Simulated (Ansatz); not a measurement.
Set up this calculation in Ansatz 0.2.0, as the native input.

* Task: band structure
* Functional: r2SCAN
* Potentials or basis: Ansatz PAW
* Cutoff: 500 eV (not typed: the program's choice for these potentials)
* k mesh: 10 × 10 × 10
* Occupations: fermi-dirac, width 0.05 eV
* Spin: no spin polarisation
* Hubbard terms: Hf d U = 3 eV
* Path: [["G", "X", "W", "K", "G", "L", "U", "W", "L", "K"], ["U", "X"]]
* Points for each segment of the path: 14
* Hubbard projectors: ortho-atomic (the default)
* Double counting: fll (the default)

Crystal: HfN.

```
Hf N
1.0
     0.00000    2.25600    2.25600
     2.25600    0.00000    2.25600
     2.25600    2.25600    0.00000
Hf N
1 1
Direct
  0.00000 0.00000 0.00000
  0.50000 0.50000 0.50000
```

These files were run (other wordings do the same):

input.yaml

```yaml
crystal:
  lattice:
    - [0.0, 2.256, 2.256]
    - [2.256, 0.0, 2.256]
    - [2.256, 2.256, 0.0]
  atoms:
    - { symbol: Hf, position: [0.0, 0.0, 0.0] }
    - { symbol: "N", position: [0.5, 0.5, 0.5] }
hamiltonian:
  xc: r2scan
  pseudopotentials: { kind: paw }
  hubbard: { sites: [{ species: Hf, l: d, u_eff: 3.0 }] }
kpoints:
  mp_grid: { grid: [10, 10, 10] }
  band_path:
    path:
      - [[0.0, 0.0, 0.0], [0.5, 0.0, 0.5], [0.5, 0.25, 0.75], [0.375, 0.375, 0.75], [0.0, 0.0, 0.0], [0.5, 0.5, 0.5], [0.625, 0.25, 0.625], [0.5, 0.25, 0.75], [0.5, 0.5, 0.5], [0.375, 0.375, 0.75]]
      - [[0.625, 0.25, 0.625], [0.5, 0.0, 0.5]]
    npoints: 14
scf:
  occupations: { method: fermi_dirac, width: 0.05 }
  n_extra_bands: 6
output:
  forces: true
  stress: true
  eigenvalues: true
  fatbands: false
```

Potentials or basis: Ansatz PAW.

Run with:

```console
$ ansatz run input.yaml --threads 2 --pin off --max-ram 5632MiB --backend cpu --events-out ev --progress --plain --runs-dir out
```

Results of the run:

```yaml
Pressure: 7.0 GPa
Band_gap_on_the_k_mesh: none (metal or under the smearing width)
```

Caveat: spin-orbit coupling is left out, which moves the levels of the heavy elements; U without spin polarisation on a metal has little footing; the PAW data sets come from PBE, with cores solved anew for the run's functional, which leaves a small shift of forces and pressure.

Run time: 4.5 s on 2 threads of Arm Neoverse V1 (shared host), peak memory 0.38 GiB.
